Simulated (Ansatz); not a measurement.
**BP: equation of state with BPBE**

**Measured values to compare with.**

From “Equation of state of single-crystal cubic boron phosphide”, 2014, arxiv:1407.1677, for a bulk crystal of BP at 300 K: bulk modulus 179 ± 1 GPa.

BP:

```
P B
1.0
     0.00000    2.26900    2.26900
     2.26900    0.00000    2.26900
     2.26900    2.26900    0.00000
P B
1 1
Cartesian
  3.4035 3.4035 3.4035
  0.0000 0.0000 0.0000
```

```yaml
Program: Ansatz 0.2.0
Task: equation of state
Functional: BPBE
Potentials_or_basis: Ansatz PAW
Cutoff: 420 eV
Density_cutoff: 1680 eV
k_mesh: 10 × 10 × 10
Occupations: fermi-dirac, width 0.05 eV
Spin: no spin polarisation
```

| Item | Value |
| --- | --- |
| Equilibrium volume | 11.79 Å³/atom |
| Bulk modulus | 161 GPa |
| Pressure derivative of the bulk modulus | 3.8 |

Energy against volume, from the lowest point:
```csv
volume (Å³/atom),energy (meV/atom)
10.981,30.48
11.214,14.61
11.448,4.64
11.682,0.00
11.915,0.25
12.149,4.91
12.383,13.59
```

All runs of the series together: 6.6 s on 2 threads of Intel(R) Xeon(R) Processor @ 2.70GHz, on a shared host.

Measured bulk modulus of BP: 179 GPa (300 K; “Equation of state of single-crystal cubic boron phosphide”, 2014, arxiv:1407.1677). This calculation gives 161 GPa (-10.0 %). 3 values of this kind are on record (173 to 179 GPa); this one was drawn at random among those near their median, those with a stated uncertainty first. The fit is for a static lattice scaled at fixed shape and fixed fractional positions.

Caveat: the potentials were made for another functional, which shifts forces and pressure.
